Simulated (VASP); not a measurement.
From an Ansatz input to VASP: CdSe (CsCl)

Ansatz input

```yaml
crystal:
  lattice:
    - [3.533101726, 0.0, 0.0]
    - [0.0, 3.533101726, 0.0]
    - [0.0, 0.0, 3.533101726]
  atoms:
    - { symbol: Cd, position: [0.0, 0.0, 0.0] }
    - { symbol: Se, position: [0.5, 0.5, 0.5] }
kpoints:
  mp_grid: { grid: [8, 8, 8] }
  band_path:
    path:
      - [0.0, 0.0, 0.0]
      - [0.0, 0.5, 0.0]
      - [0.5, 0.5, 0.0]
      - [0.5, 0.5, 0.5]
      - [0.3, 0.5, 0.0]
    npoints: 1
hamiltonian:
  xc: pbesol
scf:
  occupations: { method: fermi_dirac, width: 0.02 }
  n_extra_bands: 4
output:
  forces: true
  stress: true
  eigenvalues: true
```

Problem. Translate this input to VASP.

Solution. 

INCAR

```
ENCUT = 520
ISIF = 2
NELM = 120
GGA = PS
LASPH = .TRUE.
SIGMA = 0.02
LWAVE = .FALSE.
LCHARG = .FALSE.
NSW = 0
NBANDS = 16
EDIFF = 1E-7
LREAL = .FALSE.
PREC = Accurate
IBRION = -1
ISMEAR = -1
```

KPOINTS

```
KPOINTS created by Atomic Simulation Environment
0
Gamma
8 8 8
0 0 0
```

KPOINTS_OPT

```
special points
5
Reciprocal
0.0000000000 0.0000000000 0.0000000000 1
0.0000000000 0.5000000000 0.0000000000 1
0.5000000000 0.5000000000 0.0000000000 1
0.5000000000 0.5000000000 0.5000000000 1
0.3000000000 0.5000000000 0.0000000000 1
```

POSCAR

```
Cd Se
 1.0000000000000000
     3.5331017259661111   -0.0000000000000000    0.0000000000000000
    -0.0000000000000000    3.5331017259661111    0.0000000000000000
     0.0000000000000000    0.0000000000000000    3.5331017259661111
 Cd  Se
   1   1
Cartesian
 -0.0000000000000000  0.0000000000000000 -0.0000000000000000
  1.7665508629830555  1.7665508629830555  1.7665508629830555
```

VASP ran with the recommended PBE PAW datasets (18 valence electrons in the cell). Other inputs would serve too.

```csv
,Ansatz,VASP
gap between bands v and c,-1.36 eV (bands overlap: a metal),-1.36 eV (bands overlap: a metal)
least direct gap,0.00 eV,0.00 eV
pressure,-2.7 GPa,-2.4 GPa
```

The two codes use different PAW datasets and cutoffs. VASP's cell holds 18 valence electrons and Ansatz's 36. Ansatz's stress includes a Pulay correction; VASP's doesn't.
